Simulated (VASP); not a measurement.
# Li2O (Fm-3m) in VASP: further runs, part 2 of 2

VASP 6.6.1.

## Step 3: Relaxation of cell and atoms, PBE

This run uses another cell than the first one, of 8.16 Å³/atom, 0.990 times its volume.

File INCAR:

```
SYSTEM = Li2O
PREC     = Accurate       ! precision mode
ENCUT    = 600            ! plane-wave cutoff, eV
EDIFF    = 1E-6           ! SCF threshold, eV
ISMEAR   = 0              ! smearing method
SIGMA    = 0.02           ! smearing width, eV
LREAL    = .FALSE.        ! projectors in reciprocal space
LASPH    = .TRUE.         ! aspherical terms in the spheres
NELM     = 60             ! most SCF steps
ALGO     = Normal         ! electronic algorithm
ISIF     = 3              ! what is computed and relaxed
LWAVE    = .FALSE.        ! write WAVECAR
LCHARG   = .FALSE.        ! write CHGCAR
GGA      = PE             ! functional
IBRION   = 2              ! ionic algorithm
NSW      = 100            ! ionic steps
EDIFFG   = -0.005         ! ionic threshold
```

File KPOINTS:

```
regular mesh
0
G
  8 8 8
  0 0 0
```

File POSCAR:

```
Li2O
1.0
    0.0000000000      2.3050000000      2.3050000000
    2.3050000000      0.0000000000      2.3050000000
    2.3050000000      2.3050000000      0.0000000000
Li O
2 1
Direct
    0.2500000000      0.2500000000      0.2500000000
    0.7500000000      0.7500000000      0.7500000000
    0.0000000000      0.0000000000      0.0000000000
```

Potentials or basis: VASP PAW PBE potentials, release 64 (Li_sv, O).

Launch:

```sh
$ cat potpaw_PBE.64/Li_sv/POTCAR potpaw_PBE.64/O/POTCAR > POTCAR
$ mpirun -np 1 vasp_std > vasp.out
```

OUTCAR:

```text
SYSTEM = Li2O
   PREC = Accurate
   ENCUT = 600
   EDIFF = 1E-6
   ISMEAR = 0
   LREAL = .FALSE.
   LASPH = .TRUE.
   NELM = 60
   ISIF = 3
   GGA = PE
   IBRION = 2
   NSW = 100
   EDIFFG = -0.005

 ion  position               nearest neighbor table
   1  0.250  0.250  0.250-   3 2.00   3 2.00   3 2.00   3 2.00   2 2.31   2 2.31   2 2.31   2 2.31
                             2 2.31   2 2.31
   2  0.750  0.750  0.750-   3 2.00   3 2.00   3 2.00   3 2.00   1 2.31   1 2.31   1 2.31   1 2.31
                             1 2.31   1 2.31
   3  0.000  0.000  0.000-   1 2.00   2 2.00   2 2.00   2 2.00   2 2.00   1 2.00   1 2.00   1 2.00

  LATTYP: Found a face centered cubic cell.
 ALAT       =     4.6100000000

  Lattice vectors:

 A1 = (   0.0000000000,   2.3050000000,   2.3050000000)
 A2 = (   2.3050000000,   0.0000000000,   2.3050000000)
 A3 = (   2.3050000000,   2.3050000000,   0.0000000000)

Analysis of symmetry for initial positions (statically):
=====================================================================
 Subroutine PRICEL returns:
 Original cell was already a primitive cell.

 Routine SETGRP: Setting up the symmetry group for a
 face centered cubic supercell.

 Subroutine GETGRP returns: Found 48 space group operations
 (whereof 48 operations were pure point group operations)
 out of a pool of 48 trial point group operations.

[... 240 lines left out ...]

 number of electron      12.0000000 magnetization

 Free energy of the ion-electron system (eV)
  ---------------------------------------------------
  ext. energy  EPLUGINS =         0.00000000
  ---------------------------------------------------
  free energy    TOTEN  =       -14.34932627 eV

  energy without entropy =      -14.34932627  energy(sigma->0) =      -14.34932627

 E-fermi :   1.4259     XC(G=0):  -9.7488

 val. band max:        1.3339580724   @ k =   0.0000   0.0000   0.0000
 cond. band min:       6.3066730905   @ k =   0.5000   0.5000   0.0000
 fundamental gap:      4.9727150181
 Fermi energy:         1.4259218270

 k-point     1 :       0.0000    0.0000    0.0000
  band No.  band energies     occupation
      1     -41.6576      2.00000
      2     -41.3286      2.00000
      3     -14.1135      2.00000
      4       1.3340      2.00000
      5       1.3340      2.00000
      6       1.3340      2.00000
      7       6.6028      0.00000
      8      13.2629      0.00000
      9      13.2629      0.00000
     10      13.2629      0.00000
[... 287 lines left out ...]
 k-point    24 :      -0.3750    0.2500    0.1250
  band No.  band energies     occupation
      1     -41.4776      2.00000
      2     -41.4771      2.00000
      3     -13.8596      2.00000
      4      -1.1182      2.00000
      5       0.3324      2.00000
      6       0.5287      2.00000
      7       9.2820      0.00000
      8      11.5818      0.00000
      9      14.3865      0.00000
     10      14.7405      0.00000

 [... further k-points ...]

------------------------ aborting loop because EDIFF is reached ----------------------------------------

  FORCE on cell =-STRESS in cart. coord.  units (eV):
  Direction    XX          YY          ZZ          XY          YZ          ZX
  --------------------------------------------------------------------------------------
  -------------------------------------------------------------------------------------
  Total       -0.0016250     -0.0016250     -0.0016250      0.0000000      0.0000000      0.0000000
  in kB       -0.1055524     -0.1055524     -0.1055524      0.0000000      0.0000000      0.0000000
  external PRESSURE =      -0.1055524 kB  Pullay stress =       0.0000000 kB
[... 18 lines left out ...]
  FREE ENERGIE OF THE ION-ELECTRON SYSTEM (eV)
  ---------------------------------------------------
  free  energy   TOTEN  =       -14.3493262676 eV

  energy  without entropy=      -14.3493262676  energy(sigma->0) =      -14.34932627

 reached required accuracy - stopping structural energy minimisation
```

OSZICAR:

```text
N       E                     dE             d eps       ncg     rms          rms(c)
DAV:   1     0.456806823281E+02    0.45681E+02   -0.67131E+03   580   0.141E+03
DAV:   2    -0.107244259154E+02   -0.56405E+02   -0.53822E+02   658   0.251E+02
DAV:   3    -0.160640405594E+02   -0.53396E+01   -0.53202E+01  1072   0.644E+01
DAV:   4    -0.161267377958E+02   -0.62697E-01   -0.62678E-01   770   0.790E+00
[... 18 lines left out ...]
DAV:   1    -0.143499338582E+02   -0.65713E-03   -0.11336E-02   590   0.104E+00    0.194E-01
DAV:   2    -0.143493675173E+02    0.56634E-03   -0.39440E-03   594   0.494E-01    0.593E-02
DAV:   3    -0.143493361157E+02    0.31402E-04   -0.10958E-04   644   0.974E-02    0.350E-02
DAV:   4    -0.143493264953E+02    0.96203E-05   -0.20845E-05  1026   0.392E-02    0.437E-03
DAV:   5    -0.143493262676E+02    0.22775E-06   -0.13624E-06   440   0.127E-02
   3 F= -.14349326E+02 E0= -.14349326E+02  d E =-.288659E-03
```

CONTCAR:

```text
Li2O
   1.00000000000000
     0.0000000000000000    2.3104111315863505    2.3104111315863505
     2.3104111315863505   -0.0000000000000000    2.3104111315863505
     2.3104111315863505    2.3104111315863505   -0.0000000000000000
  Li              O
     2     1
Direct
     0.2500000000000000    0.2500000000000000    0.2500000000000000
     0.7500000000000000    0.7500000000000000    0.7500000000000000
     0.0000000000000000    0.0000000000000000    0.0000000000000000

  0.00000000E+00  0.00000000E+00  0.00000000E+00
  0.00000000E+00  0.00000000E+00  0.00000000E+00
  0.00000000E+00  0.00000000E+00  0.00000000E+00
```

It took 12 s on 1 thread of AMD EPYC 9R45 (Zen 5), shared host; peak memory 0.12 GiB.

What came out:

```
Free energy                            : -14.3493 eV
Relaxed volume                         : 8.22 Å³/atom
Relaxed cell                           : a = 3.267 Å, b = 3.267 Å, c = 3.267 Å, α = 60.00°, β = 60.00°, γ = 60.00°
Space group after relaxing (to 0.05 Å) : Fm-3m (No. 225)
Energy gained by relaxing              : 0.1 meV/atom
Ionic steps                            : 3
Pressure after relaxing                : 0.0 GPa
Band gap on the k mesh                 : 4.97 eV, indirect (least direct gap 5.27 eV)
```

Step by step:
| step | energy change (eV) | largest force (eV/Å) | pressure (GPa) | volume (Å³) |
| --- | --- | --- | --- | --- |
| 1 | 0.0000 | 0.0000 | 0.54 | 24.49 |
| 2 | -0.0002 | 0.0000 | 0.23 | 24.59 |
| 3 | -0.0003 | 0.0000 | -0.01 | 24.67 |

Final structure:
```
CELL_PARAMETERS angstrom
0.00000 2.31041 2.31041
2.31041 0.00000 2.31041
2.31041 2.31041 0.00000
ATOMIC_POSITIONS crystal
Li 0.25000 0.25000 0.25000
Li 0.75000 0.75000 0.75000
O 0.00000 0.00000 0.00000
```

Caveat: the cutoff is under 1.25 times the usual one of these potentials, so pressure, stress and relaxed cells hold a basis-set (Pulay) error.
